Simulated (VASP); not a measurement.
A run of VASP 6.6.1 is set up as follows.

Contents of INCAR:

```
  PREC = Accurate
  ENCUT = 600
  EDIFF = 1E-7
  ISMEAR = 0
  SIGMA = 0.1
  LREAL = False
  LASPH = True
  NELM = 100
  ALGO = Fast
  ISIF = 3
  LWAVE = False
  LCHARG = False
  GGA = PS
  IBRION = 2
  NSW = 90
  EDIFFG = -0.005
```

File KPOINTS:

```
Automatic mesh
0
Gamma
  6 6 6
```

POSCAR

```
As
1.0
    1.8797500000      1.0852741700      3.4857666700
   -1.8797500000      1.0852741700      3.4857666700
    0.0000000000     -2.1705483400      3.4857666700
As
2
Direct
    0.2275400000      0.2275400000      0.2275400000
    0.7724600000      0.7724600000      0.7724600000
```

Potentials or basis: VASP PAW PBE potentials, release 64 (As).

Run with:

```bash
$ cat potpaw_PBE.64/As/POTCAR > POTCAR
$ mpirun -np 1 vasp_std > vasp.out
```

(1) What does it give for the relaxed cell?

(2) What does it give for the band gap on the k mesh?

(3) Predict the relaxed volume.

Answers

(1) a = 4.037 Å, b = 4.037 Å, c = 4.037 Å, α = 55.99°, β = 55.99°, γ = 55.99°.

(2) none (metal or under the smearing width).

(3) 21.10 Å³/atom.

Caveat: the PAW data sets were made with another functional, which shifts forces and pressure a little.
